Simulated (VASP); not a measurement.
# Si (P-1) in VASP: further runs

Runs on Si. Level: PBE. Tasks: single point.

Program: VASP 6.6.1. These are calculated values, not measurements. Logs are shortened: lines on timing, memory, paths and dates and some standing lists are left out, and cuts for length are marked.

## Step 1: The cell of the first run

The typed cell holds 2 atoms: a = 3.648 Å, b = 3.663 Å, c = 3.645 Å, α = 98.02°, β = 97.37°, γ = 137.32°.

This isn't the form of Si at room conditions, which is diamond.

## Step 2: Single point, PBE (cell sheared at random, sigma 0.01, atoms nudged by 0.01 Å)

The input, INCAR:

```
SYSTEM = Si
  ALGO = Fast
  EDIFF = 1E-6
  ENCUT = 520
  GGA = PE
  ISIF = 2
  ISMEAR = 0
  LASPH = .TRUE.
  LCHARG = .FALSE.
  LREAL = .FALSE.
  LWAVE = .FALSE.
  NBANDS = 11
  NELM = 100
  PREC = Accurate
  SIGMA = 0.15
```

The input, KPOINTS:

```
k-points
0
G
  14 14 14
  0 0 0
```

The input, POSCAR:

```
Si
1.0
   -2.4010099308      2.4088390984      1.3202041660
    2.4035222212     -2.4174922381      1.3405422263
    2.3900171703      2.4064994775     -1.3359660379
Si
2
Direct
    0.2501039113      0.7502551352      0.4945943638
    0.4998960887      0.4997448648      0.0054056362
```

Potentials or basis: VASP PAW PBE potentials, release 64 (Si).

Launch:

```sh
$ cat potpaw_PBE.64/Si/POTCAR > POTCAR
$ mpirun -np 1 vasp_std > vasp.out
```

OUTCAR:

```text
SYSTEM = Si
   EDIFF = 1E-6
   ENCUT = 520
   GGA = PE
   ISIF = 2
   ISMEAR = 0
   LASPH = .TRUE.
   LREAL = .FALSE.
   NELM = 100
   PREC = Accurate

 ion  position               nearest neighbor table
   1  0.250  0.750  0.495-   2 2.46   2 2.47   2 2.51   2 2.53   2 3.11   2 3.11   2 3.13   2 3.15

   2  0.500  0.500  0.005-   1 2.46   1 2.47   1 2.51   1 2.53   1 3.11   1 3.11   1 3.13   1 3.15

  LATTYP: Found a triclinic cell.
 ALAT       =     3.6371564810
 B/A-ratio  =     1.3179400461
 C/A-ratio  =     0.7315499520
 COS(alpha) =     0.0019063038
 COS(beta)  =     0.3627101791
 COS(gamma) =     0.6566360197

  Lattice vectors:

 A1 = (  -2.3925294607,  -2.3978463378,  -1.3247803544)
 A2 = (  -4.7935393915,   0.0109927606,  -0.0045761884)
 A3 = (  -0.0025122904,   0.0086531397,  -2.6607463923)

Analysis of symmetry for initial positions (statically):
=====================================================================
 Subroutine PRICEL returns:
 Original cell was already a primitive cell.

 Routine SETGRP: Setting up the symmetry group for a
 triclinic supercell.

 Subroutine GETGRP returns: Found  2 space group operations
 (whereof  1 operations were pure point group operations)
 out of a pool of  2 trial point group operations.

The static configuration has the point symmetry C_1 .
 The point group associated with its full space group is S_2 .

Analysis of symmetry for dynamics (positions and initial velocities):
=====================================================================
 Subroutine PRICEL returns:
 Original cell was already a primitive cell.

 Routine SETGRP: Setting up the symmetry group for a
 triclinic supercell.

 Subroutine GETGRP returns: Found  2 space group operations
 (whereof  1 operations were pure point group operations)
 out of a pool of  2 trial point group operations.

The dynamic configuration has the point symmetry C_1 .
 The point group associated with its full space group is S_2 .

 Subroutine INISYM returns: Found  2 space group operations
 (whereof  1 operations are pure point group operations),
 and found     1 'primitive' translations

----------------------------------------------------------------------------------------

                                     Primitive cell

  volume of cell :      30.7078

  direct lattice vectors                    reciprocal lattice vectors
    -2.401009931  2.408839098  1.320204166     0.000119623  0.208902419  0.376513660
     2.403522221 -2.417492238  1.340542226     0.208259419  0.001705007  0.375643296
     2.390017170  2.406499478 -1.335966038     0.209090998  0.208148613  0.000479505
[... 96 lines left out ...]
   NUPDOWN=      -1.0000    fix difference up-down
   EMIN   =  10.00;   EMAX   =-10.00  energy-range for DOS
   EFERMI =   0.00;   METHOD = LEGACY
   ISMEAR =     0;   SIGMA  =   0.15  broadening in eV -4-tet -1-fermi 0-gaus
   EFERMI_NEDOS =   21; number of points for ismear=-14 and -15
   IALGO  =     68    algorithm
   IMIX   =      4    mixing-type and parameters
     AMIX     =   0.40;   BMIX     =  1.00
     AMIX_MAG =   1.60;   BMIX_MAG =  1.00
  volume/ion in A,a.u.               =      15.35       103.61
  Fermi-wavevector in a.u.,A,eV,Ry     =   1.045575  1.975850 14.874248  1.093226
  Thomas-Fermi vector in A             =   2.180376
   LORBIT       =      0    0 simple, 1 ext, 2 COOP (PROOUT), +10 PAW based schemes
   GGA     = PE    functional components
   LHFCALC =     F    Hartree Fock is set to
   AEXX    =    0.0000 exact exchange contribution
   IVDW    =     0    specifies the selected vdW correction
   LEPSILON=     F    determine dielectric tensor
   LRPA    =     F    only Hartree local field effects (RPA)
 non-spin polarized calculation
 RMM-DIIS sequential band-by-band and
 Gauss-broadening in eV      SIGMA  =   0.15
  energy-cutoff  :      520.00
  volume of cell :       30.71
 maximum number of plane-waves:       841
   NGX = 13   NGY = 13   NGZ = 13

 number of electron       8.0000000 magnetization

 Free energy of the ion-electron system (eV)
  ---------------------------------------------------
  ext. energy  EPLUGINS =         0.00000000
  ---------------------------------------------------
  free energy    TOTEN  =       -10.26533796 eV

  energy without entropy =      -10.25627870  energy(sigma->0) =      -10.26080833

 E-fermi :   9.0641     XC(G=0): -10.8762

 val. band max:        9.0635874499   @ k =  -0.0000   0.5000   0.3571
 cond. band min:       9.0641504152   @ k =   0.4286   0.3571   0.2857
 fundamental gap:      0.0005629653
 Fermi energy:         9.0640891250

 k-point     1 :       0.0000    0.0000    0.0000
  band No.  band energies     occupation
      1      -4.6173      2.00000
      2       6.5344      2.00000
      3       6.6673      2.00000
      4       7.0409      2.00000
      5      10.6770      0.00000
      6      16.5667      0.00000
      7      17.7804      0.00000
      8      18.0103      0.00000
      9      18.1931      0.00000
     10      19.1979      0.00000
     11      19.6209      0.00000
[... 309 lines left out ...]
 k-point    24 :       0.0714    0.1429   -0.0000
  band No.  band energies     occupation
      1      -3.5262      2.00000
      2       5.6673      2.00000
      3       7.2067      2.00000
      4       9.1736      0.30182
      5      11.9329      0.00000
      6      12.3295      0.00000
      7      12.7586      0.00000
      8      15.1392      0.00000
      9      15.7323      0.00000
     10      17.1829      0.00000
     11      19.3908      0.00000

 [... further k-points ...]

------------------------ aborting loop because EDIFF is reached ----------------------------------------

  FORCE on cell =-STRESS in cart. coord.  units (eV):
  Direction    XX          YY          ZZ          XY          YZ          ZX
  --------------------------------------------------------------------------------------
  -------------------------------------------------------------------------------------
  Total        0.0894320     -0.1272810      0.0578668      0.0763104      0.0985924     -0.0597400
  in kB        4.6661015     -6.6408703      3.0191907      3.9814816      5.1440446     -3.1169263
  external PRESSURE =       0.3481407 kB  Pullay stress =       0.0000000 kB

 VOLUME and BASIS-vectors are now :
 -----------------------------------------------------------------------------
  energy-cutoff  :      520.00
  volume of cell :       30.71
      direct lattice vectors                 reciprocal lattice vectors
    -2.401009931  2.408839098  1.320204166     0.000119623  0.208902419  0.376513660
     2.403522221 -2.417492238  1.340542226     0.208259419  0.001705007  0.375643296
     2.390017170  2.406499478 -1.335966038     0.209090998  0.208148613  0.000479505

 POSITION                                       TOTAL-FORCE (eV/Angst)
 -----------------------------------------------------------------------------------
      2.38484     -0.02103      0.67518         0.145794      0.132265     -0.027545
      0.01381      0.00905      1.32267        -0.145794     -0.132265      0.027545
 -----------------------------------------------------------------------------------
    total drift:                               -0.000000      0.000000     -0.000000

  FREE ENERGIE OF THE ION-ELECTRON SYSTEM (eV)
  ---------------------------------------------------
  free  energy   TOTEN  =       -10.2653379605 eV

  energy  without entropy=      -10.2562786961  energy(sigma->0) =      -10.26080833
```

OSZICAR:

```text
N       E                     dE             d eps       ncg     rms          rms(c)
DAV:   1     0.475260844798E+01    0.47526E+01   -0.33585E+03 30296   0.607E+02
DAV:   2    -0.988221030612E+01   -0.14635E+02   -0.14128E+02 39186   0.812E+01
DAV:   3    -0.102782177360E+02   -0.39601E+00   -0.39297E+00 38757   0.111E+01
DAV:   4    -0.102799283652E+02   -0.17106E-02   -0.17104E-02 36018   0.914E-01
DAV:   5    -0.102799364496E+02   -0.80844E-05   -0.80836E-05 38079   0.575E-02    0.404E+00
RMM:   6    -0.102708917457E+02    0.90447E-02   -0.26439E-03 30590   0.296E-01    0.236E+00
RMM:   7    -0.102653724085E+02    0.55193E-02   -0.65183E-03 31907   0.505E-01    0.183E-01
RMM:   8    -0.102653323994E+02    0.40009E-04   -0.62577E-04 33560   0.190E-01    0.743E-02
RMM:   9    -0.102653366945E+02   -0.42950E-05   -0.10052E-04 35663   0.777E-02    0.430E-02
RMM:  10    -0.102653381564E+02   -0.14619E-05   -0.14482E-05 36160   0.315E-02    0.780E-03
RMM:  11    -0.102653379605E+02    0.19593E-06   -0.32922E-06 35710   0.132E-02
   1 F= -.10265338E+02 E0= -.10260808E+02  d E =-.905926E-02
```

Run time: 8 min. Hardware: 1 thread of Intel Xeon Platinum 8175M at 2.50GHz (Skylake/Cascade Lake), shared host; peak memory 0.44 GiB.

What came out:

```
Free energy            : -10.2653 eV
Pressure               : 0.0 GPa
Largest force          : 0.199 eV/Å
Band gap on the k mesh : none (metal or under the smearing width)
```

Forces on the atoms (eV/Å):
```
Si   0.146  0.132 -0.028
Si  -0.146 -0.132  0.028
```

Stress tensor (GPa, compression positive):
```
 0.47  0.40 -0.31
 0.40 -0.66  0.51
-0.31  0.51  0.30
```

Levels at points of the mesh, in eV from the Fermi level:
| k point | band 2 | band 3 | band 4 | band 5 | band 6 | band 7 |
| --- | --- | --- | --- | --- | --- | --- |
| (0.00, 0.00, 0.00) | -2.53 | -2.40 | -2.02 | 1.61 | 7.50 | 8.72 |
| (0.50, 0.00, 0.00) | -6.72 | -2.08 | -1.81 | -1.56 | 1.19 | 4.23 |
| (0.00, 0.50, 0.00) | -6.71 | -2.15 | -1.67 | -1.58 | 1.10 | 4.59 |
| (0.50, 0.50, 0.00) | -10.61 | 0.36 | 0.38 | 2.61 | 2.61 | 8.17 |
| (0.00, 0.00, 0.50) | -10.47 | 0.14 | 0.47 | 2.47 | 2.57 | 8.09 |
| (0.50, 0.00, 0.50) | -6.76 | -2.14 | -1.71 | -1.61 | 1.14 | 4.46 |
| (0.00, 0.50, 0.50) | -6.70 | -2.08 | -1.71 | -1.46 | 1.18 | 4.52 |
| (0.50, 0.50, 0.50) | -8.22 | -6.71 | -6.70 | 5.67 | 5.73 | 12.76 |

## Step 3: Single point, PBE (cell sheared at random, sigma 0.01, atoms nudged by 0.01 Å; relaxed back)

The input, INCAR:

```
SYSTEM = Si
  PREC = Accurate
  ENCUT = 520
  EDIFF = 1E-7
  ISMEAR = 0
  SIGMA = 0.15
  LREAL = .False.
  LASPH = .True.
  NELM = 100
  ALGO = Fast
  ISIF = 2
  LWAVE = .False.
  LCHARG = .False.
  GGA = PE
  NBANDS = 11
```

The input, KPOINTS:

```
regular mesh
0
Gamma
  14 14 14
  0 0 0
```

The input, POSCAR:

```
Si
1.0
   -2.3991213728      2.3988235337      1.3343851789
    2.3991701545     -2.3986378964      1.3344034460
    2.3990747794      2.3985940039     -1.3342569791
Si
2
Direct
    0.2501884076      0.7501957518      0.4999975769
    0.4998115924      0.4998042482      0.0000024231
```

Potentials or basis: VASP PAW PBE potentials, release 64 (Si).

Launch:

```sh
$ cat potpaw_PBE.64/Si/POTCAR > POTCAR
$ mpirun -np 1 vasp_std > vasp.out
```

Run time: 4.8 min. Hardware: 1 thread of Intel Xeon Platinum 8488C (Sapphire Rapids), shared host; peak memory 0.45 GiB.

Results (log left out):

```yaml
Free_energy: -10.2701 eV
Pressure: 0.0 GPa
Band_gap_on_the_k_mesh: none (metal or under the smearing width)
```

Levels at points of the mesh, in eV from the Fermi level:
```
           k point  band 1  band 2  band 3  band 4  band 5  band 6  band 7  band 8
(0.00, 0.00, 0.00)  -13.68   -2.44   -2.44   -1.96    1.63    7.46    8.86    8.86
(0.50, 0.00, 0.00)   -7.63   -6.74   -2.10   -1.76   -1.56    1.14    4.45    5.43
(0.00, 0.50, 0.00)   -7.63   -6.74   -2.10   -1.76   -1.56    1.14    4.45    5.43
(0.50, 0.50, 0.00)  -10.59  -10.59    0.36    0.36    2.61    2.61    8.10    8.11
(0.00, 0.00, 0.50)  -10.59  -10.59    0.36    0.36    2.61    2.61    8.10    8.11
(0.50, 0.00, 0.50)   -7.63   -6.74   -2.10   -1.76   -1.56    1.14    4.45    5.43
(0.00, 0.50, 0.50)   -7.63   -6.74   -2.10   -1.76   -1.56    1.14    4.45    5.43
(0.50, 0.50, 0.50)   -8.23   -8.23   -6.71   -6.71    5.60    5.60   12.88   12.88
```
